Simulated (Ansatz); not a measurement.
# SnSe4: the cost of one run

Program: Ansatz 0.2.0. Level of theory: DFT PBEsol, scalar-relativistic, plane waves, PAW. These are calculated values, not measurements.

The COD entry's cell or inner coordinates are ideal or old and differ from later refinements, so a difference from it is no clean test against experiment.

3 further runs of the same task are left out: 1 that didn't finish, 2 set aside as unsound or not needed.

### 1 Starting point

The structure is trigonal, space group P-3m1 (No. 164). Conventional cell: a = 3.819 Å, b = 3.819 Å, c = 6.146 Å, α = 90.00°, β = 90.00°, γ = 120.00°. Sn (site symmetry -3m) has 6 Se at 2.72 Å as nearest neighbours. Around Se (site symmetry 3m) lie 3 Sn at 2.72 Å.

Coordinates:

```cif
data_structure
_symmetry_space_group_name_H-M 'P 1'
_symmetry_Int_Tables_number 1
_cell_length_a 3.8189
_cell_length_b 3.8189
_cell_length_c 6.1456
_cell_angle_alpha 90.000
_cell_angle_beta 90.000
_cell_angle_gamma 120.000
_cell_volume 77.62
loop_
_atom_site_label
_atom_site_type_symbol
_atom_site_fract_x
_atom_site_fract_y
_atom_site_fract_z
_atom_site_occupancy
Sn1 Sn 0.00000 0.00000 0.00000 1
Se1 Se 0.33333 0.66667 0.25807 1
Se2 Se 0.66667 0.33333 0.74193 1
```

This cell was relaxed beforehand with the same method: volume 25.87 Å³/atom, gap on the mesh 0.48 eV.

Bulk energy on matching settings, from an earlier run: -5599.7403 eV/atom.

### 2 The (001) slab

Miller indices refer to the conventional cell of the relaxed bulk, P-3m1 (No. 164): a = 3.819 Å, b = 3.819 Å, c = 6.146 Å, α = 90.00°, β = 90.00°, γ = 120.00°.

Cut from the relaxed bulk: a (001) slab, 9.1 Å thick as cut, with 15 Å of vacuum; its outer planes are Se (top) and Se (bottom).

The slab as cut. Its planes from the bottom up:

| plane | atoms per cell | height over the lowest (Å) |
| --- | --- | --- |
| 1 | Se | 0.00 |
| 2 | Se | 2.97 |
| 3 | Sn | 4.56 |
| 4 | Se | 6.15 |
| 5 | Se | 9.12 |

### 3 Single point on the unrelaxed (001) slab

A dipole layer in the vacuum cancels the field that periodic copies would set up if the slab's two faces differ.

File input.yaml:

```yaml
crystal:
  lattice:
    - [3.8189235643, 0.0, 0.0]
    - [-1.9094617822, 3.3072848218, 0.0]
    - [0.0, 0.0, 24.1191474567]
  atoms:
    - { symbol: Se, position: [0.3333333333, 0.6666666667, 0.3109562647] }
    - { symbol: Se, position: [0.6666666667, 0.3333333333, 0.4342432228] }
    - { symbol: Sn, position: [0.0, 0.0, 0.5] }
    - { symbol: Se, position: [0.3333333333, 0.6666666667, 0.5657567772] }
    - { symbol: Se, position: [0.6666666667, 0.3333333333, 0.6890437353] }
basis:
  ecutwfc: 420
kpoints:
  mp_grid: { grid: [9, 9, 1] }
hamiltonian:
  xc: pbesol
scf:
  occupations: { method: gaussian, width: 0.05 }
output:
  forces: true
  stress: true
  eigenvalues: true
  write_density: true
  write_potential: true
  elf: true
  volumetric_format: npy
efield:
  axis: 3
  dipole_correction: true
  ramp_width: 0.04
```

Command:

```bash
ansatz run input.yaml --threads 1 --pin off --max-ram 2560MiB --backend cpu --events-out ev --progress --plain --runs-dir out
```

Q: Estimate wall time and peak memory on 1 thread of Intel Xeon 6975P-C (Granite Rapids), shared host.

About 9.4 s, with a peak of 0.57 GiB.
